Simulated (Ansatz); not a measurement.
A plane-wave DFT run in Ansatz 0.2.0 (scalar-relativistic PAW potentials unless the input names others): input and command.

```yaml
crystal:
  lattice:
    - [2.6985391968, -1.684217366, 0.0]
    - [2.6985391968, 1.684217366, 0.0]
    - [0.0, 0.0, 7.0852970862]
  atoms:
    - { symbol: F, position: [0.0776503151, 0.9223496849, 0.092931737] }
    - { symbol: F, position: [0.5776503151, 0.4223496849, 0.407068263] }
    - { symbol: F, position: [0.9223496849, 0.0776503151, 0.907068263] }
    - { symbol: F, position: [0.4223496849, 0.5776503151, 0.592931737] }
basis:
  ecutwfc: 420
kpoints:
  mp_grid: { grid: [8, 8, 4] }
hamiltonian:
  xc: pbe
  dispersion: d3bj
scf:
  occupations: { method: gaussian, width: 0.02 }
  convergence: { dr2_threshold: 1.0e-14 }
  max_iter: 50
output:
  forces: true
  eigenvalues: true
  stress: true
relax:
  adjacent_minimum: "off"
  f_tol: 0.01
  max_steps: 60
  cell: { stress_tol: 0.1 }
```

```bash
ansatz run input.yaml --threads 1 --pin off --max-ram 2560MiB --backend cpu --events-out ev --progress --plain --runs-dir out
```

Abridged log:
```
Basis set: ecut = 420 eV, 1251 PW (Γ), exchange–correlation on 48×48×96 points (8 copies of the dense FFT grid, shifted against one another)
Bands: 18, of which v1, the nominal top of the filled ones, is band 14 counted from 1 (13 counted from 0)
Symmetry: 8 space group operations
k-points: 63 of 256
SCF iter   1: F=—  HF=-3222.544617 eV  |F-HF|=—  |Δ(HF+E_count)|=         —  Δρ=3.24e-3  dr2=2.09e-3  ethr=1.77e-3  ⟨swp⟩=5.4  Hψ=5337  notcnv=0
SCF iter   2: F=—  HF=-3222.545685 eV  |F-HF|=—  |Δ(HF+E_count)|=   1.07e-3  Δρ=1.57e-3  dr2=4.42e-4  ethr=7.47e-6  ⟨swp⟩=3.0  Hψ=2568  notcnv=0
SCF iter   3: F=—  HF=-3222.546322 eV  |F-HF|=—  |Δ(HF+E_count)|=   6.37e-4  Δρ=2.40e-4  dr2=2.63e-5  ethr=1.58e-6  ⟨swp⟩=3.0  Hψ=2136  notcnv=0
SCF iter   4: F=—  HF=-3222.546063 eV  |F-HF|=—  |Δ(HF+E_count)|=   2.58e-4  Δρ=5.82e-5  dr2=1.26e-6  ethr=9.41e-8  ⟨swp⟩=2.8  Hψ=2087  notcnv=0
SCF iter   5: F=—  HF=-3222.546064 eV  |F-HF|=—  |Δ(HF+E_count)|=   4.74e-7  Δρ=1.08e-5  dr2=6.25e-8  ethr=4.51e-9  ⟨swp⟩=2.0  Hψ=1803  notcnv=0
SCF iter   6: F=—  HF=-3222.546064 eV  |F-HF|=—  |Δ(HF+E_count)|=   9.47e-8  Δρ=1.65e-6  dr2=1.98e-9  ethr=2.23e-10  ⟨swp⟩=2.3  Hψ=1726  notcnv=0
SCF iter   7: F=—  HF=-3222.546064 eV  |F-HF|=—  |Δ(HF+E_count)|=   3.44e-9  Δρ=2.24e-7  dr2=2.79e-11  ethr=7.07e-12  ⟨swp⟩=2.0  Hψ=1701  notcnv=0
SCF iter   8: F=—  HF=-3222.546064 eV  |F-HF|=—  |Δ(HF+E_count)|=  5.96e-11  Δρ=3.45e-8  dr2=5.01e-13  ethr=9.95e-14 (applied; sched 1.00e-12)  ⟨swp⟩=2.7  Hψ=2138  notcnv=0
   ...
SCF iter   1: F=—  HF=-3222.554844 eV  |F-HF|=—  |Δ(HF+E_count)|=         —  Δρ=1.65e-4  dr2=1.39e-6  ethr=3.21e-7  ⟨swp⟩=2.1  Hψ=7340  notcnv=0
SCF iter   2: F=—  HF=-3222.555252 eV  |F-HF|=—  |Δ(HF+E_count)|=   4.08e-4  Δρ=7.88e-5  dr2=2.57e-7  ethr=4.95e-9  ⟨swp⟩=2.0  Hψ=2016  notcnv=0
SCF iter   3: F=—  HF=-3222.555409 eV  |F-HF|=—  |Δ(HF+E_count)|=   1.57e-4  Δρ=2.20e-5  dr2=2.33e-8  ethr=9.19e-10  ⟨swp⟩=2.1  Hψ=1770  notcnv=0
SCF iter   4: F=—  HF=-3222.555421 eV  |F-HF|=—  |Δ(HF+E_count)|=   1.24e-5  Δρ=1.10e-6  dr2=2.08e-10  ethr=8.32e-11  ⟨swp⟩=2.0  Hψ=2016  notcnv=0
SCF iter   5: F=—  HF=-3222.555421 eV  |F-HF|=—  |Δ(HF+E_count)|=   1.52e-8  Δρ=1.16e-7  dr2=9.42e-12  ethr=7.43e-13 (applied; sched 1.00e-12)  ⟨swp⟩=3.0  Hψ=2208  notcnv=0
SCF iter   6: F=—  HF=-3222.555421 eV  |F-HF|=—  |Δ(HF+E_count)|=  2.05e-11  Δρ=2.22e-8  dr2=2.30e-13  ethr=3.36e-14 (applied; sched 1.00e-12)  ⟨swp⟩=2.0  Hψ=1764  notcnv=0
SCF iter   7: F=—  HF=-3222.555421 eV  |F-HF|=—  |Δ(HF+E_count)|=  9.09e-13  Δρ=5.09e-9  dr2=1.38e-14  ethr=8.20e-16 (applied; sched 1.00e-12)  ⟨swp⟩=2.1  Hψ=1702  notcnv=0
SCF iter   8: F=-3222.555421 eV  HF=-3222.555421 eV  |F-HF|=0.00e0  |Δ(HF+E_count)|=  1.36e-12  Δρ=9.90e-10  dr2=6.99e-16  ethr=1.00e-12  ⟨swp⟩=3.0  Hψ=2906  notcnv=0
SCF 21 converged in 8 iterations: F = -3222.555421 eV  dr2 = 6.99e-16
SCF converged after 8 iterations
Free energy (F): -3222.555421 eV
Harris-Foulkes:  -3222.555421 eV  (|F-HF|=0.00e0)
Internal energy: -3222.555421 eV  (E = F + TS)
E sigma→0 (E₀):  -3222.555421 eV
Fermi energy:    -2.553678 eV
  E_disp       = -0.108182  (pairwise vdW)
--- Forces (eV/Å), atoms counted from 1 ---
  atom   1  F      0.00000000     0.00047489     0.00020410
  atom   2  F      0.00000000     0.00047489    -0.00020410
  atom   3  F      0.00000000    -0.00047489    -0.00020410
  atom   4  F      0.00000000    -0.00047489     0.00020410
--- Stress (GPa, compression-positive) ---
        0.065217       0.000000       0.000000
        0.000000       0.078946       0.000000
        0.000000       0.000000      -0.029896
  P = ⅓ Tr σ = 0.0381 GPa (0.381 kbar)
--- Relaxed structure (15 steps of the walk, 14 accepted, 6 SCFs on fresh bases) ---
  F+E_penalty+E_count = -3222.55542133 eV   max|allowed force component| = 4.749e-4 eV/Å   (the final SCF, on the basis selected at the relaxed cell)
  cell:  # Å, volume = 68.3657 Å³
    - [2.81513420, -1.76858111, 0.0]
    - [2.81513420, 1.76858111, 0.0]
    - [0.0, 0.0, 6.86568577]
  atoms:
    - { symbol: F, position: [0.08424988, 0.91575011, 0.09365399] }
    - { symbol: F, position: [0.58424988, 0.41575011, 0.40634600] }
    - { symbol: F, position: [0.91575011, 0.08424988, 0.90634600] }
    - { symbol: F, position: [0.41575011, 0.58424988, 0.59365399] }
```

One setting here is needlessly strict: a threshold far tighter than needed (scf.convergence.dr2_threshold: not typed → 1e-14). It leaves the result as it was and can only cost iterations: the run converged in 188 SCF iterations over all its steps (reference: 110) with an energy at zero smearing 0.02 meV/atom below the reference's, a relaxed volume of 17.09 Å³/atom, pressure 0.04 GPa, largest force 0.001 eV/Å, gap on the mesh 2.99 eV. A reference run from the same start on usual settings converged, and the end of its own relaxation has a relaxed volume of 17.08 Å³/atom, pressure 0.04 GPa, largest force 0.001 eV/Å, gap on the mesh 2.99 eV.

It took 46 s on 1 thread of Intel(R) Xeon(R) 6975P-C (Granite Rapids), with other jobs on the host, peak memory 0.4 GiB.